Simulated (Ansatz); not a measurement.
Response of Li to small distortions

```yaml
crystal:
  lattice:
    - [0.00000, 2.20200, 2.20200]
    - [2.20200, 0.00000, 2.20200]
    - [2.20200, 2.20200, 0.00000]
  atoms:
    - { symbol: Li, position: [0.00000, 0.00000, 0.00000] }
```

The conventional cell has a = 4.404 Å, b = 4.404 Å, c = 4.404 Å, α = 90.00°, β = 90.00°, γ = 90.00°. Li (atom 1) is surrounded by 12 Li at 3.11 Å.

The cell is COD entry 9008473, as deposited and not checked against the literature; nothing was relaxed.

These are results of DFT, PBE, all-electron LAPW, scalar-relativistic in Ansatz 0.2.0, not measurements.

Sampling and basis: a Γ-centred 16×16×16 k mesh, Fermi–Dirac smearing of 0.05 eV, basis error target 0.5 meV/atom, no spin polarisation.

The unchanged cell is at -0.70 GPa, so energy changes include a term −P ΔV where the volume moves.

In a metal, stresses and small energies carry noise from the k mesh.

x, y and z are the Cartesian axes of the cell as listed; fractional coordinates follow a strain, and an engineering shear is twice the off-diagonal strain component.

Q: With this change (z strained by +3 % at fixed volume), what becomes of the energy and stress?

A: Energy change under 1 meV/atom; stress change (xx, yy, zz, yz, xz, xy) 0.09, 0.09, -0.20, 0.00, 0.00, 0.00 GPa, compression positive.

With x and y strained by +2 %, z held: energy change +5 meV/atom; stress change (xx, yy, zz, yz, xz, xy) -0.43, -0.43, -0.41, 0.00, 0.00, 0.00 GPa, compression positive.
